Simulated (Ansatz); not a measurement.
The system is InSe.

```
CELL_PARAMETERS angstrom
4.04733 0.00000 0.00000
-2.02366 3.50509 0.00000
0.00000 0.00000 18.05206
ATOMIC_POSITIONS crystal
In 0.33333 0.66667 0.07739
In 0.33333 0.66667 0.92261
In 0.00000 0.00000 0.42261
In 0.00000 0.00000 0.57739
Se 0.33333 0.66667 0.35298
Se 0.33333 0.66667 0.64702
Se 0.66667 0.33333 0.14700
Se 0.66667 0.33333 0.85300
```

Measurements of this composition are mostly on another form, of space group No. 160.

```yaml
Program: Ansatz 0.2.0
Task: relaxation of cell and atoms
Functional: PBE
Potentials_or_basis: Ansatz PAW
Cutoff: "420 eV (not typed: the program's choice for these potentials)"
k_mesh: 6 × 6 × 2
Occupations: fermi-dirac, width 0.05 eV
Spin: no spin polarisation
```

At the start: volume 32.01 Å³/atom.

**Question.** Where does the relaxation end?

**Answer.** It ends after 7 steps and the volume is 33.72 Å³/atom (+5.3 %); space group P-6m2 (No. 187, to 0.05 Å).

Step by step:
| step | energy change (eV) | largest force (eV/Å) | volume (Å³) |
| --- | --- | --- | --- |
| 1 | 0.0000 | 0.2385 | 256.09 |
| 2 | -0.0351 | 0.0099 | 262.65 |
| 3 | -0.0356 | 0.0029 | 264.48 |
| 4 | -0.0359 | 0.0067 | 266.07 |
| 5 | -0.0361 | 0.0061 | 268.56 |
| 6 | -0.0361 | 0.0019 | 269.73 |
| 7 | -0.0381 | 0.0018 | 269.73 |

Final structure:
```
In Se
1.0
     4.08983    0.00000    0.00000
    -2.04491    3.54190    0.00000
     0.00000    0.00000   18.62007
In Se
4 4
Direct
  0.33333 0.66667 0.07588
  0.33333 0.66667 0.92412
  0.00000 0.00000 0.42412
  0.00000 0.00000 0.57588
  0.33333 0.66667 0.35581
  0.33333 0.66667 0.64419
  0.66667 0.33333 0.14418
  0.66667 0.33333 0.85582
```

Caveat: the plane-wave basis is chosen anew once the cell has moved, so the energies of steps on either side of that aren't comparable; this functional lacks dispersion, which binds the layers, so the pressure and a relaxed spacing across them are unreliable.
